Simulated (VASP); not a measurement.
**B: relaxation of cell and atoms with PBEsol**

The system is B.

```
B
1.0
     2.43907    1.40820    4.16816
    -2.43907    1.40820    4.16816
     0.00000   -2.81640    4.16816
B
12
Cartesian
  -1.5685 0.9056 2.8136
  0.0000 -1.8112 2.8136
  1.5685 0.9056 2.8136
  1.5685 -0.9056 9.6909
  -1.5685 -0.9056 9.6909
  0.0000 1.8112 9.6909
  -0.9951 0.5745 4.4726
  0.0000 -1.1490 4.4726
  0.9951 0.5745 4.4726
  0.9951 -0.5745 8.0319
  -0.9951 -0.5745 8.0319
  0.0000 1.1490 8.0319
```

| Property | Result |
| --- | --- |
| Program | VASP 6.6.1 |
| Task | relaxation of cell and atoms |
| Functional | PBEsol |
| Potentials or basis | VASP PAW PBE potentials, release 64 (B) |
| Cutoff | 600 eV |
| k mesh | 9 × 9 × 8 |
| Occupations | gaussian, width 0.03 eV |
| Spin | no spin polarisation |
| Further INCAR settings | ALGO = Normal; EDIFF = 1e-07; IBRION = 2; EDIFFG = -0.005; NSW = 90; ISIF = 3 |

```yaml
Pressure_after_relaxing: 0.0 GPa
Band_gap_on_the_k_mesh: 1.46 eV, indirect (least direct gap 1.67 eV)
```

Final structure:
```
CELL_PARAMETERS angstrom
2.43907 1.40820 4.16816
-2.43907 1.40820 4.16816
0.00000 -2.81640 4.16816
ATOMIC_POSITIONS crystal
B 0.01064 0.65373 0.01064
B 0.01064 0.01064 0.65373
B 0.65373 0.01064 0.01064
B 0.98936 0.34627 0.98936
B 0.34627 0.98936 0.98936
B 0.98936 0.98936 0.34627
B 0.22169 0.62966 0.22169
B 0.22169 0.22169 0.62966
B 0.62966 0.22169 0.22169
B 0.77831 0.37034 0.77831
B 0.37034 0.77831 0.77831
B 0.77831 0.77831 0.37034
```

Levels at points of the mesh, in eV from the valence-band top:
```csv
k point,band 14,band 15,band 16,band 17,band 18,band 19,band 20,band 21,band 22,band 23
"(0.00, 0.00, 0.00)",-4.45,-1.36,-0.73,-0.73,-0.23,1.46,4.66,4.66,4.81,4.81
"(0.00, 0.00, 0.50)",-3.06,-2.68,-1.84,-1.63,-0.47,1.99,3.31,3.67,4.99,5.13
```

It took 4.1 min on 4 MPI ranks on AMD EPYC 7R43 64-Core Processor (Zen 3), with other jobs on the host, peak memory 0.42 GiB a rank.

Caveat: the relaxation stopped at its first step, so nothing moved; the PAW data sets were made with another functional, which shifts forces and pressure a little; an odd mesh through Γ misses points on the zone boundary, where band edges often lie.
